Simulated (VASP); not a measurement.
# MgF2 (P4_2/mnm) in VASP: single point with PBE

Aim: the single point of MgF2 with PBE.

All numbers are computed with VASP 6.6.1; they aren't measurements. Logs are shortened: lines on timing, memory, paths and dates and some standing lists are left out, and cuts for length are marked.

## Step 1: Starting point

The structure is tetragonal, space group P4_2/mnm (No. 136). The conventional cell has a = 4.560 Å, b = 4.560 Å, c = 2.976 Å, α = 90.00°, β = 90.00°, γ = 90.00°. Mg (site symmetry mmm) has 6 F at 1.94 to 1.96 Å as nearest neighbours. F (site symmetry m2m) has 3 Mg at 1.94 to 1.96 Å as nearest neighbours.

## Step 2: Single point, PBE, non-collinear spin, zero start, spin-orbit coupling

INCAR

```
PREC     = Accurate       # precision mode
ENCUT    = 520            # plane-wave cutoff, eV
EDIFF    = 1E-6           # SCF threshold, eV
ISMEAR   = 0              # smearing method
SIGMA    = 0.0242         # smearing width, eV
LREAL    = F              # projectors in reciprocal space
LASPH    = T              # aspherical terms in the spheres
NELM     = 150            # most SCF steps
ALGO     = Normal         # electronic algorithm
ISIF     = 2              # what is computed and relaxed
LWAVE    = F              # write WAVECAR
LCHARG   = F              # write CHGCAR
MAGMOM   = 0 0 0 0 0 0 0 0 0 0 0 0 0 0 0 0 0 0 # initial moments
LORBIT   = 11             # projections on sites
LSORBIT  = T              # spin-orbit coupling
GGA_COMPAT= F            
LORBMOM  = T            
GGA      = PE             # functional
NBANDS   = 48             # bands
```

KPOINTS

```
Automatic mesh
0
Gamma
  4 4 6
```

POSCAR

```
MgF2
1.0
    4.5596216600      0.0000000000      0.0000000000
    0.0000000000      4.5596216600      0.0000000000
    0.0000000000      0.0000000000      2.9756481900
Mg F
2 4
Direct
    0.0000000000      0.0000000000      0.0000000000
    0.5000000000      0.5000000000      0.5000000000
    0.3013878212      0.3013878212      0.0000000000
    0.1986121788      0.8013878212      0.5000000000
    0.6986121788      0.6986121788      0.0000000000
    0.8013878212      0.1986121788      0.5000000000
```

Potentials or basis: VASP PAW PBE potentials, release 64 (Mg, F).

The run is started by

```
cat potpaw_PBE.64/Mg/POTCAR potpaw_PBE.64/F/POTCAR > POTCAR
mpirun -np 1 vasp_ncl > vasp.out
```

OUTCAR:

```text
PREC = Accurate
   ENCUT = 520
   EDIFF = 1E-6
   ISMEAR = 0
   LREAL = F
   LASPH = T
   NELM = 150
   ISIF = 2
   LORBIT = 11
   LSORBIT = T
   GGA = PE

 ion  position               nearest neighbor table
   1  0.000  0.000  0.000-   3 1.94   5 1.94   4 1.96   6 1.96   4 1.96   6 1.96   2 3.55   2 3.55
                             2 3.55   2 3.55   2 3.55   2 3.55   2 3.55   2 3.55
   2  0.500  0.500  0.500-   4 1.94   6 1.94   5 1.96   3 1.96   3 1.96   5 1.96   1 3.55   1 3.55
                             1 3.55   1 3.55   1 3.55   1 3.55   1 3.55   1 3.55
   3  0.301  0.301  0.000-   1 1.94   2 1.96   2 1.96
   4  0.199  0.801  0.500-   2 1.94   1 1.96   1 1.96
   5  0.699  0.699  0.000-   1 1.94   2 1.96   2 1.96
   6  0.801  0.199  0.500-   2 1.94   1 1.96   1 1.96

  LATTYP: Found a simple tetragonal cell.
 ALAT       =     4.5596216600
 C/A-ratio  =     0.6526085741

  Lattice vectors:

 A1 = (   4.5596216600,   0.0000000000,   0.0000000000)
 A2 = (   0.0000000000,   4.5596216600,   0.0000000000)
 A3 = (   0.0000000000,   0.0000000000,   2.9756481900)

Analysis of symmetry for initial positions (statically):
=====================================================================
 Subroutine PRICEL returns:
 Original cell was already a primitive cell.

 Routine SETGRP: Setting up the symmetry group for a
 simple tetragonal supercell.

 Subroutine GETGRP returns: Found 16 space group operations
 (whereof  8 operations were pure point group operations)
 out of a pool of 16 trial point group operations.

The static configuration has the point symmetry D_2h.
 The point group associated with its full space group is D_4h.

Analysis of symmetry for dynamics (positions and initial velocities):
=====================================================================
 Subroutine PRICEL returns:
 Original cell was already a primitive cell.

 Routine SETGRP: Setting up the symmetry group for a
 simple tetragonal supercell.

 Subroutine GETGRP returns: Found 16 space group operations
 (whereof  8 operations were pure point group operations)
 out of a pool of 16 trial point group operations.

The dynamic configuration has the point symmetry D_2h.
 The point group associated with its full space group is D_4h.

Analysis of structural, dynamic, and magnetic symmetry:
=====================================================================
 Subroutine PRICEL returns:
 Original cell was already a primitive cell.

 Routine SETGRP: Setting up the symmetry group for a
 simple tetragonal supercell.

 Subroutine GETGRP returns: Found 16 space group operations
 (whereof  8 operations were pure point group operations)
 out of a pool of 16 trial point group operations.

The overall configuration has the point symmetry D_2h.
 The point group associated with its full space group is D_4h.

 Subroutine INISYM returns: Found 16 space group operations
 (whereof  8 operations are pure point group operations),
 and found     1 'primitive' translations

----------------------------------------------------------------------------------------

                                     Primitive cell

  volume of cell :      61.8642

  direct lattice vectors                    reciprocal lattice vectors
     4.559621660  0.000000000  0.000000000     0.219316442  0.000000000  0.000000000
     0.000000000  4.559621660  0.000000000     0.000000000  0.219316442  0.000000000
     0.000000000  0.000000000  2.975648190     0.000000000  0.000000000  0.336061233

  length of vectors
     4.559621660  4.559621660  2.975648190     0.219316442  0.219316442  0.336061233

  position of ions in fractional coordinates (direct lattice)
     0.000000000  0.000000000  0.000000000
     0.500000000  0.500000000  0.500000000
     0.301387821  0.301387821  0.000000000
     0.198612179  0.801387821  0.500000000
     0.698612179  0.698612179  0.000000000
[... 142 lines left out ...]
  band No.  band energies     occupation
      1     -21.8296      1.00000
      2     -21.8296      1.00000
      3     -20.9402      1.00000
      4     -20.9402      1.00000
      5     -20.9395      1.00000
      6     -20.9395      1.00000
[... 1117 lines left out ...]
     43      14.2649      0.00000
     44      14.2649      0.00000
 [bands above 44 left out]

------------------------ aborting loop because EDIFF is reached ----------------------------------------

  FORCE on cell =-STRESS in cart. coord.  units (eV):
  Direction    XX          YY          ZZ          XY          YZ          ZX
  --------------------------------------------------------------------------------------
  -------------------------------------------------------------------------------------
  Total        3.7147973      3.7147973      4.6058299     -0.0000000      0.0000000      0.0000000
  in kB       96.2069623     96.2069623    119.2832002     -0.0000000      0.0000000      0.0000000
  external PRESSURE =     103.8990416 kB  Pullay stress =       0.0000000 kB

 VOLUME and BASIS-vectors are now :
 -----------------------------------------------------------------------------
  energy-cutoff  :      520.00
  volume of cell :       61.86
      direct lattice vectors                 reciprocal lattice vectors
     4.559621660  0.000000000  0.000000000     0.219316442  0.000000000  0.000000000
     0.000000000  4.559621660  0.000000000     0.000000000  0.219316442  0.000000000
     0.000000000  0.000000000  2.975648190     0.000000000  0.000000000  0.336061233

 POSITION                                       TOTAL-FORCE (eV/Angst)
 -----------------------------------------------------------------------------------
      0.00000      0.00000      0.00000         0.000000      0.000000      0.000000
      2.27981      2.27981      1.48782         0.000000      0.000000      0.000000
      1.37421      1.37421      0.00000         0.000671      0.000671     -0.000000
      0.90560      3.65403      1.48782        -0.000671      0.000671      0.000000
      3.18541      3.18541      0.00000        -0.000671     -0.000671      0.000000
      3.65403      0.90560      1.48782         0.000671     -0.000671     -0.000000
 -----------------------------------------------------------------------------------
    total drift:                                0.000000      0.000000      0.000000

  FREE ENERGIE OF THE ION-ELECTRON SYSTEM (eV)
  ---------------------------------------------------
  free  energy   TOTEN  =       -31.3526349359 eV

  energy  without entropy=      -31.3526349359  energy(sigma->0) =      -31.35263494

 orbital moment (x)

 # of ion     p       d       tot
 ----------------------------------------
  1         0.000   0.000   0.000
  2         0.000   0.000   0.000
  3         0.000   0.000   0.000
  4         0.000   0.000   0.000
  5         0.000   0.000   0.000
  6         0.000   0.000   0.000
 ----------------------------------------
            0.000   0.000   0.000

 orbital moment (y)

 # of ion     p       d       tot
 ----------------------------------------
  1         0.000   0.000   0.000
  2         0.000   0.000   0.000
  3         0.000   0.000   0.000
  4         0.000   0.000   0.000
  5         0.000   0.000   0.000
  6         0.000   0.000   0.000
 ----------------------------------------
            0.000   0.000   0.000

 orbital moment (z)

 # of ion     p       d       tot
 ----------------------------------------
  1        -0.000   0.000  -0.000
  2         0.000  -0.000   0.000
  3         0.000   0.000   0.000
  4         0.000   0.000   0.000
  5         0.000   0.000   0.000
  6        -0.000   0.000  -0.000
 ----------------------------------------
           -0.000  -0.000  -0.000

 Spin-Orbit-Coupling matrix elements

 Ion:    1  E_soc:     -0.0000387
 l=   1
     0.0000000    -0.0000065    -0.0000063
    -0.0000065     0.0000000    -0.0000065
    -0.0000063    -0.0000065     0.0000000
 l=   2
     0.0000000    -0.0000000     0.0000000    -0.0000000    -0.0000000
    -0.0000000     0.0000000    -0.0000000    -0.0000000    -0.0000000
     0.0000000    -0.0000000     0.0000000    -0.0000000     0.0000000
    -0.0000000    -0.0000000    -0.0000000     0.0000000    -0.0000000
    -0.0000000    -0.0000000     0.0000000    -0.0000000     0.0000000
 l=   3
     0.0000000     0.0000000     0.0000000     0.0000000     0.0000000     0.0000000     0.0000000
     0.0000000     0.0000000     0.0000000     0.0000000     0.0000000     0.0000000     0.0000000
     0.0000000     0.0000000     0.0000000     0.0000000     0.0000000     0.0000000     0.0000000
     0.0000000     0.0000000     0.0000000     0.0000000     0.0000000     0.0000000     0.0000000
[... 89 lines left out ...]
 l=   2
     0.0000000     0.0000000     0.0000000     0.0000000     0.0000000
     0.0000000     0.0000000     0.0000000     0.0000000     0.0000000
     0.0000000     0.0000000     0.0000000     0.0000000     0.0000000
     0.0000000     0.0000000     0.0000000     0.0000000     0.0000000
     0.0000000     0.0000000     0.0000000     0.0000000     0.0000000
 l=   3
     0.0000000     0.0000000     0.0000000     0.0000000     0.0000000     0.0000000     0.0000000
     0.0000000     0.0000000     0.0000000     0.0000000     0.0000000     0.0000000     0.0000000
     0.0000000     0.0000000     0.0000000     0.0000000     0.0000000     0.0000000     0.0000000
     0.0000000     0.0000000     0.0000000     0.0000000     0.0000000     0.0000000     0.0000000
     0.0000000     0.0000000     0.0000000     0.0000000     0.0000000     0.0000000     0.0000000
     0.0000000     0.0000000     0.0000000     0.0000000     0.0000000     0.0000000     0.0000000
     0.0000000     0.0000000     0.0000000     0.0000000     0.0000000     0.0000000     0.0000000

 total charge

# of ion       s       p       d       tot
------------------------------------------
    1        0.134   0.176   0.089   0.399
    2        0.134   0.176   0.089   0.399
    3        1.732   4.448   0.000   6.180
    4        1.732   4.448   0.000   6.180
    5        1.732   4.448   0.000   6.180
    6        1.732   4.448   0.000   6.180
--------------------------------------------------
tot          7.197  18.145   0.178  25.520

 magnetization (x)

# of ion       s       p       d       tot
------------------------------------------
    1        0.000   0.000   0.000   0.000
    2        0.000   0.000   0.000   0.000
    3        0.000   0.000   0.000   0.000
    4        0.000   0.000   0.000   0.000
    5        0.000   0.000   0.000   0.000
    6        0.000   0.000   0.000   0.000
--------------------------------------------------
tot          0.000   0.000   0.000   0.000

 magnetization (y)

# of ion       s       p       d       tot
------------------------------------------
    1        0.000   0.000   0.000   0.000
    2        0.000   0.000   0.000   0.000
    3        0.000   0.000   0.000   0.000
    4        0.000   0.000   0.000   0.000
    5        0.000   0.000   0.000   0.000
    6        0.000   0.000   0.000   0.000
--------------------------------------------------
tot          0.000   0.000   0.000   0.000

 magnetization (z)

# of ion       s       p       d       tot
------------------------------------------
    1        0.000   0.000   0.000   0.000
    2        0.000   0.000   0.000   0.000
    3       -0.000   0.000   0.000  -0.000
    4        0.000   0.000   0.000   0.000
    5       -0.000   0.000   0.000  -0.000
    6        0.000   0.000   0.000   0.000
--------------------------------------------------
tot         -0.000   0.000   0.000  -0.000
```

Run time: 93 s. Hardware: 1 thread of Intel Xeon Platinum 8259CL at 2.50GHz (Skylake/Cascade Lake), shared host; peak memory 0.35 GiB.

What came out:

```
Free energy                                           : -31.3526 eV
Pressure                                              : 10.4 GPa
Net moment                                            : 0.00 μB per cell
Valence electrons inside the program's atomic spheres : Mg 0.40; F 6.18
```

Stress tensor (GPa, compression positive):
```
 9.62  0.00  0.00
 0.00  9.62  0.00
 0.00  0.00 11.93
```

Moments on the atoms (μB; x, y, z):
```
Mg  0.00 0.00 0.00
Mg  0.00 0.00 0.00
F   0.00 0.00 0.00
F   0.00 0.00 0.00
F   0.00 0.00 0.00
F   0.00 0.00 0.00
```
